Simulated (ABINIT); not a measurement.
# Fe (P6_3/mmc) in ABINIT: convergence with smearing width

Aim: find how far smearing width must go before the results for Fe settle, at PBEsol. This setting moves, with any that are tied to it; all else stays.

Everything below comes from runs of ABINIT 10.8.3 (patched build). Logs are shortened: lines on timing, memory, paths and dates and some standing lists are left out, and cuts for length are marked. The log counts tension as positive stress, the text compression.

### Step 1. The structure

The structure is hexagonal, space group P6_3/mmc (No. 194). The conventional cell has a = 2.434 Å, b = 2.434 Å, c = 3.842 Å, α = 90.00°, β = 90.00°, γ = 120.00°. Fe (site symmetry -6m2) has 12 Fe at 2.38 to 2.43 Å as nearest neighbours.

This isn't the form of Fe at room conditions, which is bcc.

### Step 2. With smearing width 0.272 eV

Contents of run.abi:

```
pp_dirpath "./"
pseudos "Fe.GGA_PBE-JTH.xml"

acell 3*1.0
rprim
     4.5998911804     0.0000000000     0.0000000000
    -2.2999455903     3.9836226169     0.0000000000
     0.0000000000     0.0000000000     7.2602039371
ntypat 1
znucl 26
natom 2
typat 1 1
xred
     0.6666666667     0.3333333333     0.7500000000
     0.3333333333     0.6666666667     0.2500000000

ecut 26.0
pawecutdg 48.0
pawxcdev 0

kptopt 1
ngkpt 10 10 6
nshiftk 1
shiftk 0.0 0.0 0.0

ixc -116133

nband 22
occopt 6
tsmear 0.00999582

nsppol 2
spinat
     0.0000000000     0.0000000000     3.0000000000
     0.0000000000     0.0000000000     3.0000000000

nstep 100
tolvrs 1.0e-9

iomode 3
prtwf 0
prtden 0
prteig 0
prtebands 0
```

Potentials or basis: JTH PAW PBE v2.0.

Launch:

```sh
abinit run.abi > log 2>&1
```

run.abo:

```text
.Version 10.8.3 of ABINIT
 Symmetries : space group P6_3/m m c (#194); Bravais hP (primitive hexag.)
================================================================================
 Values of the parameters that define the memory need of the present run
     intxc =       0    ionmov =       0      iscf =      17    lmnmax =      18
     lnmax =       6     mgfft =      36  mpssoang =       3    mqgrid =    3001
     natom =       2  nloc_mem =       2    nspden =       2   nspinor =       1
    nsppol =       2      nsym =      24    n1xccc =       1    ntypat =       1
    occopt =       6   xclevel =       2
       mpw =         855          nfft =       20736          nkpt =          56
 PAW method is used; the additional fine FFT grid is defined by:
   mgfftf=        48    nfftf =     43200
================================================================================
================================================================================

--------------------------------------------------------------------------------
------------- Echo of variables that govern the present computation ------------
--------------------------------------------------------------------------------
 -outvars: echo values of preprocessed input variables --------
            acell      1.0000000000E+00  1.0000000000E+00  1.0000000000E+00 Bohr
              amu      5.58470000E+01
             ecut      2.60000000E+01 Hartree
                       outvar_i_n : Printing only first  50 k-points.
              ixc     -116133
                       outvar_i_n : Printing only first  50 k-points.
         kptrlatt       10    0    0      0   10    0      0    0    6
          kptrlen      4.35612236E+01
            natom           2
            nband          22
            ngfft          24      24      36
          ngfftdg          30      30      48
             nkpt          56
           nspden           2
           nsppol           2
            nstep         100
             nsym          24
           ntypat           1
                       prtocc : prtvol=0, do not print more k-points.
                       1.000000  1.000000  1.000000  1.000000  1.000000  1.000000
                       1.000000  1.000000  1.000000  1.000000  1.000000  1.000000
                       1.000000  1.000000  1.000000  1.000000  0.000000  0.000000
                       0.000000  0.000000  0.000000  0.000000
                       1.000000  1.000000  1.000000  1.000000  1.000000  1.000000
                       1.000000  1.000000  1.000000  1.000000  1.000000  1.000000
                       1.000000  1.000000  1.000000  1.000000  0.000000  0.000000
                       0.000000  0.000000  0.000000  0.000000
                       1.000000  1.000000  1.000000  1.000000  1.000000  1.000000
                       1.000000  1.000000  1.000000  1.000000  1.000000  1.000000
                       1.000000  1.000000  1.000000  1.000000  0.000000  0.000000
                       0.000000  0.000000  0.000000  0.000000
                       1.000000  1.000000  1.000000  1.000000  1.000000  1.000000
                       1.000000  1.000000  1.000000  1.000000  1.000000  1.000000
                       1.000000  1.000000  1.000000  1.000000  0.000000  0.000000
                       0.000000  0.000000  0.000000  0.000000
                       1.000000  1.000000  1.000000  1.000000  1.000000  1.000000
[... 168 lines left out ...]
                       1.000000  1.000000  1.000000  1.000000  1.000000  1.000000
                       1.000000  1.000000  1.000000  1.000000  0.000000  0.000000
                       0.000000  0.000000  0.000000  0.000000
                       1.000000  1.000000  1.000000  1.000000  1.000000  1.000000
                       1.000000  1.000000  1.000000  1.000000  1.000000  1.000000
                       1.000000  1.000000  1.000000  1.000000  0.000000  0.000000
                       0.000000  0.000000  0.000000  0.000000
                       1.000000  1.000000  1.000000  1.000000  1.000000  1.000000
                       1.000000  1.000000  1.000000  1.000000  1.000000  1.000000
                       1.000000  1.000000  1.000000  1.000000  0.000000  0.000000
                       0.000000  0.000000  0.000000  0.000000
                       1.000000  1.000000  1.000000  1.000000  1.000000  1.000000
                       1.000000  1.000000  1.000000  1.000000  1.000000  1.000000
[... 157 lines left out ...]
       0.333333333333      0.666666666667      0.250000000000
 rms dE/dt=  1.3894E-27; max dE/dt=  3.3658E-27; dE/dt below (all hartree)
    1       0.000000000000      0.000000000000      0.000000000000
    2      -0.000000000000      0.000000000000      0.000000000000

 cartesian coordinates (angstrom) at end:
    1      1.21707879180737     0.70268076809038     2.88145085056136
    2     -0.00000000003528     1.40536153618075     0.96048361685379

 cartesian forces (hartree/bohr) at end:
    1     -0.00000000000000    -0.00000000000000    -0.00000000000000
    2      0.00000000000000     0.00000000000000    -0.00000000000000
 frms,max,avg= 2.3066741E-28 3.9710817E-28   0.000E+00  0.000E+00  0.000E+00 h/b

 cartesian forces (eV/Angstrom) at end:
    1     -0.00000000000000    -0.00000000000000    -0.00000000000000
    2      0.00000000000000     0.00000000000000    -0.00000000000000
 frms,max,avg= 1.1861395E-26 2.0420123E-26   0.000E+00  0.000E+00  0.000E+00 e/A
 length scales=  1.000000000000  1.000000000000  1.000000000000 bohr
              =  0.529177210544  0.529177210544  0.529177210544 angstroms
 Fermi (or HOMO) energy (hartree) =   0.40245   Average Vxc (hartree)=  -0.50292
 Magnetization (Bohr magneton)=  5.02021160E-06
 Total spin up =  1.59999975E+01   Total spin down =  1.60000025E+01
 Eigenvalues (hartree) for nkpt=  56  k points, SPIN UP:
 kpt#   1, nband= 22, wtk=  0.00167, kpt=  0.0000  0.0000  0.0000 (reduced coord)
  -2.79618   -2.79037   -1.56553   -1.54263   -1.54263   -1.53860   -1.53860   -1.53830
   0.06372    0.21196    0.33834    0.33834    0.34360    0.35664    0.35664    0.36958
   0.36958    0.41692    0.43047    0.43047    0.73659    1.20332
      occupation numbers for kpt#   1
   1.00000    1.00000    1.00000    1.00000    1.00000    1.00000    1.00000    1.00000
   1.00000    1.00000    1.00000    1.00000    1.00000    1.00000    1.00000    1.00002
   1.00002   -0.02990   -0.00027   -0.00027    0.00000    0.00000
 prteigrs : prtvol=0 or 1, do not print more k-points.

 Eigenvalues (hartree) for nkpt=  56  k points, SPIN DOWN:
 kpt#   1, nband= 22, wtk=  0.00167, kpt=  0.0000  0.0000  0.0000 (reduced coord)
  -2.79618   -2.79037   -1.56553   -1.54263   -1.54263   -1.53860   -1.53860   -1.53830
   0.06372    0.21196    0.33834    0.33834    0.34360    0.35664    0.35664    0.36958
   0.36958    0.41692    0.43047    0.43047    0.73659    1.20332
      occupation numbers for kpt#   1
   1.00000    1.00000    1.00000    1.00000    1.00000    1.00000    1.00000    1.00000
   1.00000    1.00000    1.00000    1.00000    1.00000    1.00000    1.00000    1.00002
   1.00002   -0.02990   -0.00027   -0.00027    0.00000    0.00000
 prteigrs : prtvol=0 or 1, do not print more k-points.

--- !EnergyTerms
iteration_state     : {dtset: 1, }
comment             : Components of total free energy in Hartree
kinetic             :  2.47558748813539E+01
hartree             :  4.24773208927915E+01
xc                  : -6.94568937833976E+00
Ewald energy        : -1.82448244008533E+02
psp_core            :  1.49515625186497E+01
local_psp           : -1.18799235063818E+02
PAW spherical_terms : -2.27112939025823E+01
internal            : -2.48719704060478E+02
'-kT*entropy'       : -3.21013002512981E-04
total_energy        : -2.48720025073480E+02
total_energy_eV     : -6.76801666938456E+03
...

--- !EnergyTermsDC
iteration_state     : {dtset: 1, }
comment             : '"Double-counting" decomposition of free energy'
band_energy         : -2.48855427469482E+01
Ewald energy        : -1.82448244008533E+02
psp_core            :  1.49515625186497E+01
xc_dc               : -4.03368254526544E+01
PAW spherical_terms : -1.60006522130416E+01
internal            : -2.48719701902527E+02
'-kT*entropy'       : -3.21013002512981E-04
total_energy_dc     : -2.48720022915530E+02
total_energy_dc_eV  : -6.76801661066373E+03
...

--- !EnergyTermsWithPAWCore
iteration_state     : {dtset: 1, }
comment             : 'Components of total free energy, including PAW core contributions'
Total energy        : -2.54324654388128E+03
Total energy DC     : -2.54324654172333E+03
Total energy (eV)   : -6.92052640243098E+04
Total energy DC (eV): -6.92052639655890E+04
...

 Cartesian components of stress tensor (hartree/bohr^3)
  sigma(1 1)=  3.11494399E-05  sigma(3 2)=  0.00000000E+00
  sigma(2 2)=  3.11494382E-05  sigma(3 1)=  0.00000000E+00
  sigma(3 3)=  7.11440792E-05  sigma(2 1)=  2.82199222E-12

-Cartesian components of stress tensor (GPa)         [Pressure= -1.3087E+00 GPa]
- sigma(1 1)=  9.16448161E-01  sigma(3 2)=  0.00000000E+00
- sigma(2 2)=  9.16448112E-01  sigma(3 1)=  0.00000000E+00
- sigma(3 3)=  2.09313108E+00  sigma(2 1)=  8.30258777E-08

== END DATASET(S) ==============================================================
================================================================================

 -outvars: echo values of variables after computation  --------
            acell      1.0000000000E+00  1.0000000000E+00  1.0000000000E+00 Bohr
           etotal     -2.4872002292E+02
            fcart     -4.3902862876E-29 -3.9710816529E-28 -0.0000000000E+00
                       4.3902862876E-29  3.9710816529E-28 -0.0000000000E+00
            rprim      4.5998911804E+00  0.0000000000E+00  0.0000000000E+00
                      -2.2999455903E+00  3.9836226169E+00  0.0000000000E+00
                       0.0000000000E+00  0.0000000000E+00  7.2602039371E+00
           strten      3.1149439878E-05  3.1149438207E-05  7.1144079197E-05
                       0.0000000000E+00  0.0000000000E+00  2.8219922241E-12
           xangst      1.2170787918E+00  7.0268076809E-01  2.8814508506E+00
                      -3.5277984248E-11  1.4053615362E+00  9.6048361685E-01
             xred      6.6666666667E-01  3.3333333333E-01  7.5000000000E-01
                       3.3333333333E-01  6.6666666667E-01  2.5000000000E-01
 Calculation completed.
```

Run time: 2.1 min. Hardware: 1 thread of Arm Neoverse V1, shared host; peak memory 0.15 GiB.

What came out:

```
Free energy                                           : -6768.0166 eV
Pressure                                              : -1.3 GPa
Band gap on the k mesh                                : none (metal or under the smearing width)
Net moment                                            : 0.00 μB per cell
Valence electrons inside the program's atomic spheres : Fe 14.61 (radii [1.1194] Å)
```

### Step 3. With smearing width 0.2 eV

run.abi: that of step 2 with these lines changed.

```diff
@@ -29,3 +29,3 @@
 occopt 6
-tsmear 0.00999582
+tsmear 0.00734986
```

Potentials or basis: JTH PAW PBE v2.0.

Launch:

```sh
abinit run.abi > log 2>&1
```

Wall time 2.2 min (1 thread of Arm Neoverse V1, shared host); peak memory 0.15 GiB.

It converged, with:

```yaml
Free_energy: -6768.0145 eV
Pressure: -1.4 GPa
Band_gap_on_the_k_mesh: none (metal or under the smearing width)
Net_moment: 0.00 μB per cell
Valence_electrons_inside_the_program's_atomic_spheres: Fe 14.61 (radii [1.1194] Å)
```

### Step 4. With smearing width 0.136 eV

run.abi: that of step 3 with these lines changed.

```diff
@@ -29,3 +29,3 @@
 occopt 6
-tsmear 0.00734986
+tsmear 0.00499791
```

Launch:

```sh
abinit run.abi > log 2>&1
```

Run time: 2.3 min. Hardware: 1 thread of Arm Neoverse V1, shared host; peak memory 0.15 GiB.

It converged, with:

| Quantity | Value |
| --- | --- |
| Free energy | -6768.0138 eV |
| Pressure | -1.4 GPa |
| Band gap on the k mesh | none (metal or under the smearing width) |
| Net moment | 0.00 μB per cell |
| Valence electrons inside the program's atomic spheres | Fe 14.61 (radii [1.1194] Å) |

### Step 5. With smearing width 0.1 eV

run.abi: that of step 4 with these lines changed.

```diff
@@ -29,3 +29,3 @@
 occopt 6
-tsmear 0.00499791
+tsmear 0.00367493
```

Launch:

```sh
abinit run.abi > log 2>&1
```

Run time: 2.6 min. Hardware: 1 thread of Arm Neoverse V1, shared host; peak memory 0.15 GiB.

The run converged. Its results:

| Property | Result |
| --- | --- |
| Free energy | -6768.0136 eV |
| Pressure | -1.4 GPa |
| Band gap on the k mesh | none (metal or under the smearing width) |
| Net moment | 0.00 μB per cell |
| Valence electrons inside the program's atomic spheres | Fe 14.61 (radii [1.1194] Å) |

### Step 6. With smearing width 0.05 eV

run.abi: that of step 5 with these lines changed.

```diff
@@ -29,3 +29,3 @@
 occopt 6
-tsmear 0.00367493
+tsmear 0.00183747
```

Potentials or basis: JTH PAW PBE v2.0.

Launch:

```sh
abinit run.abi > log 2>&1
```

It took 3 min on 1 thread of Arm Neoverse V1, shared host; peak memory 0.15 GiB.

The run converged. Its results:

```yaml
Free_energy: -6768.0127 eV
Pressure: -1.4 GPa
Band_gap_on_the_k_mesh: none (metal or under the smearing width)
Net_moment: 0.00 μB per cell
Valence_electrons_inside_the_program's_atomic_spheres: Fe 14.61 (radii [1.1194] Å)
```

### Step 7. With smearing width 0.025 eV

run.abi: that of step 6 with these lines changed.

```diff
@@ -29,3 +29,3 @@
 occopt 6
-tsmear 0.00183747
+tsmear 0.00091873
```

Launch:

```sh
abinit run.abi > log 2>&1
```

It took 2.4 min on 1 thread of Arm Neoverse V1, shared host; peak memory 0.15 GiB.

The run converged. Its results:

```
Free energy                                           : -6768.0128 eV
Pressure                                              : -1.4 GPa
Band gap on the k mesh                                : none (metal or under the smearing width)
Net moment                                            : 0.12 μB per cell
Site moments                                          : Fe +0.06 μB
Valence electrons inside the program's atomic spheres : Fe 14.61 (radii [1.1194] Å)
```

### Step 8. With smearing width 0.01 eV

run.abi: that of step 7 with these lines changed.

```diff
@@ -29,3 +29,3 @@
 occopt 6
-tsmear 0.00091873
+tsmear 0.00036749
```

Launch:

```sh
abinit run.abi > log 2>&1
```

Run time: 2.5 min. Hardware: 1 thread of Arm Neoverse V1, shared host; peak memory 0.15 GiB.

The run converged. Its results:

- Free energy: -6768.0127 eV
- Pressure: -1.4 GPa
- Band gap on the k mesh: none (metal or under the smearing width)
- Net moment: 0.12 μB per cell
- Site moments: Fe +0.06 μB
- Valence electrons inside the program's atomic spheres: Fe 14.61 (radii [1.1194] Å)

### Step 9. Result

```tsv
smearing width	energy less the tightest run (meV/atom)	pressure (GPa)	largest site moment (μB)	SCF cycles	CPU time (s)	peak memory (GiB)
0.272 eV	-1.95	-1.31	0.00	21	130	0.15
0.2 eV	-0.91	-1.36	0.00	22	130	0.15
0.136 eV	-0.53	-1.41	0.00	23	140	0.15
0.1 eV	-0.45	-1.41	0.00	26	150	0.15
0.05 eV	0.00	-1.40	0.00	31	180	0.15
0.025 eV	-0.04	-1.40	0.06	24	140	0.15
0.01 eV	0.00	-1.41	0.06	25	150	0.15
```

Against the tightest run, the energy stays within 1 meV/atom from 0.2 eV on; the pressure stays within 0.1 GPa from 0.2 eV on; the largest site moment stays within 0.02 μB from 0.025 eV on. Narrower smearing needs a denser k mesh, so at a fixed mesh the narrowest width isn't the most accurate. The tightest run that finished is the yardstick and may itself not be fully converged.

Caveats: the PAW data sets were made with another functional, which shifts forces and pressure a little.
